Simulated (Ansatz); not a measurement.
# Ge2Sb2Te5: relaxing cell and atoms and phonons, part 1 of 2

Aim: for Ge2Sb2Te5, 2 runs in a chain (relaxing cell and atoms and phonons).

Computed with Ansatz 0.2.0 (DFT PBE+D3(BJ), scalar-relativistic, plane waves, PAW, unless a step's input says otherwise).

**1. The system as given**

The structure is trigonal, space group P-3m1 (No. 164). Conventional cell: a = 4.233 Å, b = 4.233 Å, c = 17.446 Å, α = 90.00°, β = 90.00°, γ = 120.00°. Te (site symmetry -3m) has 6 Sb at 3.15 Å as nearest neighbours. Around Sb (site symmetry 3m) lie 6 Te at 2.99 to 3.15 Å. Te (site symmetry 3m) is surrounded by 3 Sb at 2.99 Å and 3 Ge at 3.32 Å. Ge (site symmetry 3m) is surrounded by 6 Te at 2.83 to 3.32 Å. Te (site symmetry 3m) is surrounded by 3 Ge at 2.83 Å.

Structure file:

```
CELL_PARAMETERS angstrom
4.23277 0.00000 0.00000
-2.11639 3.66569 0.00000
0.00000 0.00000 17.44616
ATOMIC_POSITIONS crystal
Te 0.00000 0.00000 0.00000
Sb 0.33333 0.66667 0.11354
Te 0.66667 0.33333 0.21242
Ge 0.00000 0.00000 0.34088
Te 0.33333 0.66667 0.42291
Te 0.66667 0.33333 0.57709
Ge 0.00000 0.00000 0.65912
Te 0.33333 0.66667 0.78758
Sb 0.66667 0.33333 0.88646
```

**2. Relaxing cell and atoms: Ge2Sb2Te5, no spin**

Contents of input.yaml:

```yaml
crystal:
  lattice:
    - [4.232769, 0.0, 0.0]
    - [-2.116385, 3.665686, 0.0]
    - [0.0, 0.0, 17.446159]
  atoms:
    - { symbol: Te, position: [1.0, 1.0, 0.0] }
    - { symbol: Sb, position: [0.333333, 0.666667, 0.11354] }
    - { symbol: Te, position: [0.666667, 0.333333, 0.212417] }
    - { symbol: Ge, position: [0.0, 1.0, 0.340885] }
    - { symbol: Te, position: [0.333333, 0.666667, 0.422909] }
    - { symbol: Te, position: [0.666667, 0.333333, 0.577091] }
    - { symbol: Ge, position: [1.0, 0.0, 0.659115] }
    - { symbol: Te, position: [0.333333, 0.666667, 0.787583] }
    - { symbol: Sb, position: [0.666667, 0.333333, 0.88646] }
scf:
  occupations: { method: gaussian, width: 0.03 }
output:
  forces: true
  stress: true
  eigenvalues: true
hamiltonian:
  xc: pbe
  dispersion: d3bj
kpoints:
  mp_grid: { grid: [10, 10, 2] }
relax:
  f_tol: 0.001
  max_steps: 60
  cell: { stress_tol: 0.02, p_target: 0 }
```

The run is started by

```sh
> ansatz run input.yaml --threads 8 --pin off --max-ram 20480MiB --backend cpu --events-out ev --progress --plain --runs-dir out
```

Output, shortened:

```text
Warning: the atoms were moved onto the symmetric positions of the space group found under crystal.symmetry.tolerance 1.0e-5 (fractional; no operation is sought that the atoms, as they stand in a round, miss by more than twice it, and no atom is moved by as much as it), and the run uses [...]
Warning: RAYON_NUM_THREADS=8 ignored (pool sized by the plan → 8); use --threads N
[...]
Pseudopotentials: kind: paw
Pseudopotential: Te, paw, valence charge 16, recommended cutoff 420 eV (normal), Te.paw.azcp
Pseudopotential: Sb, paw, valence charge 15, recommended cutoff 420 eV (normal), Sb.paw.azcp
Pseudopotential: Ge, paw, valence charge 14, recommended cutoff 420 eV (normal), Ge.paw.azcp
Functional definition: PBE
[...]
Crystal: 9 atoms, lattice volume = 270.695 Å³
Basis set: ecut = 420 eV, 5273 PW (Γ), exchange–correlation on 60×60×240 points (8 copies of the dense FFT grid, shifted against one another)
Bands: 83, of which v1, the nominal top of the filled ones, is band 69 counted from 1 (68 counted from 0)
Symmetry: 12 space group operations
Space group: P-3m1 (ITA 164), of the structure as read, at distance tolerance 6.5e-5 Å
k-points: 28 of 200
[...]
SCF iter   1: F=—  HF=-56463.378073 eV  |F-HF|=—  |Δ(HF+E_count)|=         —  Δρ=2.37e-3  dr2=1.77e-1  ethr=1.77e-3  ⟨swp⟩=6.2  Hψ=8724  notcnv=0  defer=24
[...]
WARN: dispersion: an atom stands within reach of a switch of its C6 between two reference coordination numbers of its element: through that C6 alone, e_disp changes by 0.025 eV or more while the distances to its neighbours run over a stretch of 0.05 Å that contains this geometry (sites [...]
Entropy (-TS):   -0.000234 eV (-0.026 meV/atom)
Fermi energy:    9.501077 eV
[...]
--- Forces (eV/Å), atoms counted from 1 ---
  atom   1  Te     0.00000000     0.00000000     0.00000000
  atom   2  Sb    -0.00000000     0.00000000    -0.00002434
  atom   3  Te     0.00000000    -0.00000000     0.00005707
  atom   4  Ge     0.00000000     0.00000000     0.00015057
  atom   5  Te    -0.00000000    -0.00000000     0.00002866
  atom   6  Te     0.00000000     0.00000000    -0.00002866
  atom   7  Ge    -0.00000000    -0.00000000    -0.00015057
  atom   8  Te     0.00000000     0.00000000    -0.00005707
[...]
--- Stress (GPa, compression-positive) ---
       -0.001320      -0.000000       0.000000
       -0.000000      -0.001320       0.000000
        0.000000       0.000000      -0.000531
  P = ⅓ Tr σ = -0.0011 GPa (-0.011 kbar)
--- Band table (eV; the first three rows and the last of 28) ---
[...]
--- Relaxed structure (1 steps of the walk, 1 accepted, 1 SCFs on fresh bases) ---
  F+E_penalty+E_count = -56463.35761518 eV   max|allowed force component| = 1.506e-4 eV/Å   (the final SCF, on the basis selected at the relaxed cell)
  cell:  # Å, volume = 270.6946 Å³
    - [4.232769298864663, 2.886751346683299e-7, 0.0]
    - [-2.1163848994323318, 3.6656855968380775, 0.0]
    - [0.0, 0.0, 17.446159]
  atoms:
    - { symbol: Te, position: [0.9999999999999998, 0.9999999999999998, 0.0] }
    - { symbol: Sb, position: [0.33333333333333326, 0.6666666666666665, 0.11353999999999997] }
    - { symbol: Te, position: [0.6666666666666666, 0.33333333333333326, 0.21241699999999994] }
    - { symbol: Ge, position: [0.0, 0.9999999999999998, 0.34088499999999994] }
    - { symbol: Te, position: [0.33333333333333326, 0.6666666666666665, 0.42290899999999987] }
    - { symbol: Te, position: [0.6666666666666666, 0.33333333333333326, 0.5770909999999999] }
    - { symbol: Ge, position: [1.0, 0.0, 0.6591149999999999] }
    - { symbol: Te, position: [0.33333333333333326, 0.6666666666666665, 0.7875829999999999] }
    - { symbol: Sb, position: [0.6666666666666666, 0.33333333333333326, 0.8864599999999999] }
```

It took 15 s on 8 threads of Arm Neoverse V1, shared host; peak memory 1.5 GiB.

Step by step:

| step | energy from step 1 (eV/cell) | largest force component (eV/Å) | pressure (GPa) | volume (Å³) |
| --- | --- | --- | --- | --- |
| 1 | 0.0000 | 0.0002 | 0.00 | 270.69 |
| 2 | 0.0000 | 0.0002 | 0.00 | 270.69 |

Step 1 is the start. Step 2 repeats the geometry before it on a plane-wave basis chosen anew for that cell, so its energy need not be comparable with the rows above.

«Before» is this run's own start.

|  | before | after | change |
| --- | --- | --- | --- |
| a (Å) | 4.233 | 4.233 | 0.0 % |
| b (Å) | 4.233 | 4.233 | 0.0 % |
| c (Å) | 17.446 | 17.446 | 0.0 % |
| volume (Å³/atom) | 30.08 | 30.08 | 0.0 % |
| shortest distance (Å) | 2.832 | 2.832 | 0.0 % |
| space group (0.01 Å) | P-3m1 | P-3m1 | same |

The run keeps the 12 symmetry operations of the start, so it could not have lowered the symmetry.

(Continued in part 2 of 2.)
